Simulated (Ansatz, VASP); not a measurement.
# W: VASP beside Ansatz

```
W
1.0
    -1.59231    1.59231    1.59231
     1.59231   -1.59231    1.59231
     1.59231    1.59231   -1.59231
W
1
Direct
  0.00000 0.00000 0.00000
```

Alike in both runs: functional PBE; k mesh 12 × 12 × 12; occupations gaussian, width 0.1 eV; no spin polarisation.

Ansatz relaxed the structure, and its values are those at the end. VASP's run is a single point on that final structure, the one shown.

```csv
,VASP,Ansatz
version,VASP 6.6.1,Ansatz 0.2.0
potentials or method,"VASP PAW PBE potentials, release 64 (W_sv)","scalar-relativistic, plane waves, PAW"
plane-wave cutoff (eV),520,420
valence electrons in the cell,14,14
```

Ansatz gave:

* gap on the k mesh at the Fermi level (eV): none
* pressure (GPa): 0.0

**Question.** Estimate VASP's values.

**Answer.** gap on the k mesh at the Fermi level (eV): none; pressure (GPa): 0.5.

A gap of «none» marks a metal or a gap that the smearing closes. The functional is the same, so the differences come from potentials, cutoffs and numerics.

The runs have no spin-orbit coupling, so splittings on W are missing.
